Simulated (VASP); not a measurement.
Crystal: Fe.

```xyz
1
Lattice="-1.4430 1.4430 1.4430 1.4430 -1.4430 1.4430 1.4430 1.4430 -1.4430" Properties=species:S:1:pos:R:3 pbc="T T T"
Fe    0.0000    0.0000    0.0000
```

```yaml
Program: VASP 6.6.1
Task: relaxation of cell and atoms
Functional: LDA
Potentials_or_basis: VASP PAW LDA potentials, release 64 (Fe)
Cutoff: 600 eV
k_mesh: 13 × 13 × 13
Occupations: fermi-dirac, width 0.05 eV
Spin: collinear spin, ferromagnetic start
Starting_moments: "[3.0] μB"
```

At the start: pressure -27.1 GPa; volume 12.02 Å³/atom.

How do energy, volume and symmetry change on relaxing?

Over 7 steps the energy falls by 161.1 meV/atom and the volume is 10.38 Å³/atom (-13.6 %); space group Im-3m (No. 229, to 0.05 Å); moment 1.98 μB per cell.

Step by step:
```tsv
step	energy change (eV)	largest force (eV/Å)	pressure (GPa)	volume (Å³)
1	0.0000	0.0000	-27.09	12.02
2	0.0858	0.0000	58.97	8.82
3	-0.1610	0.0000	-0.98	10.42
4	-0.1611	0.0000	-0.14	10.39
5	-0.1611	0.0000	0.65	10.36
6	-0.1611	0.0000	-0.70	10.41
7	-0.1611	0.0000	0.01	10.38
```

Final structure:
```
CELL_PARAMETERS angstrom
-1.37421 1.37421 1.37421
1.37421 -1.37421 1.37421
1.37421 1.37421 -1.37421
ATOMIC_POSITIONS crystal
Fe 0.00000 0.00000 0.00000
```

Caveat: the volume moved by -14 % from the deposited cell, more than functionals usually miss.
